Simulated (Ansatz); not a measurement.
BeO (wurtzite)

```yaml
crystal:
  lattice:
    - [2.69049, 0.00000, 0.00000]
    - [-1.34524, 2.33003, 0.00000]
    - [0.00000, 0.00000, 4.36988]
  atoms:
    - { symbol: Be, position: [0.66667, 0.33333, 0.00145] }
    - { symbol: Be, position: [0.33333, 0.66667, 0.50145] }
    - { symbol: O, position: [0.66667, 0.33333, 0.62375] }
    - { symbol: O, position: [0.33333, 0.66667, 0.12375] }
```

The slice is a (1 -1 0 0) plane (indices of the conventional cell) through the point (0.333, 0.667, 0.124) (fractional), spanned by u = [110] and v = [001] in vectors of this cell: u (2.69 Å) and v (4.37 Å, at 90° to u). It covers one period; positions are fractions (u, v).

These are r2SCAN (plane waves to 500 eV, PAW, scalar-relativistic; Ansatz, an electronic-structure program) values and carry that method's errors. k mesh 14×14×8. Near the nuclei the fields are pseudised (PAW); where an atom keeps semicore shells as valence, they peak there. BeO was relaxed with its symmetry unable to fall.

Task: Around which element is the density of the lowest conduction band (whole band as if filled, smooth part) largest on this plane?

Result: O. Mean over a disc round each atom, of radius 0.45 times the shortest bond: O 0.138, Be 0.050 e/Å³.

Task: Around which element is the density of the highest valence band (whole band, smooth part) largest on this plane?

Result: O. Mean over a disc round each atom, of radius 0.45 times the shortest bond: O 0.256, Be 0.025 e/Å³.

Task: What is the ELF at the midpoint of the shortest Be–O line in this plane (1.65 Å)?

Result: 0.9.

Task: Sketch the electron localisation function (ELF) on this plane as a map.

Result: 
```
|xx**@@@@%%--..--%%@@@@**|
|%%%%@@@@##::  ::##@@@@%%|
|%%@@%%##++..  ..++##%%@@|
|##****==..      ..==****|
|::::....  ......  ....::|
|        ..::--::..      |
|      ..--++**++--..    |
|    ..--++######++--..  |
|    ::++##%%%%%%##++::  |
|    --**%%%%%%%%%%**--  |
|    ::**%%%%%%%%%%**::  |
|xxxx..++##%%%%%%##++..xx|
|xxxx  ::++******++::  xx|
|      ....::--::....    |
|**++--..          ..--++|
|@@@@##==..      ..==##@@|
|@@@@@@##--      --##@@@@|
|@@@@@@%%++..  ..++%%@@@@|
|xx**@@@@##::  ::##@@@@**|
|xxxx%%@@%%--..--%%@@%%xx|
```
Scale: ten equal steps from 0.00 (start of ' ') to 0.87 (end of '@'), in the order ' .:-=+*#%@'. Values: electron localisation function (ELF). The map has 12 points along u (two characters each, u = 0 at the left) and 20 along v (v = 0 in the bottom row). Points within 0.3 Å of a nucleus are blanked (x), as the pseudised field means little there.
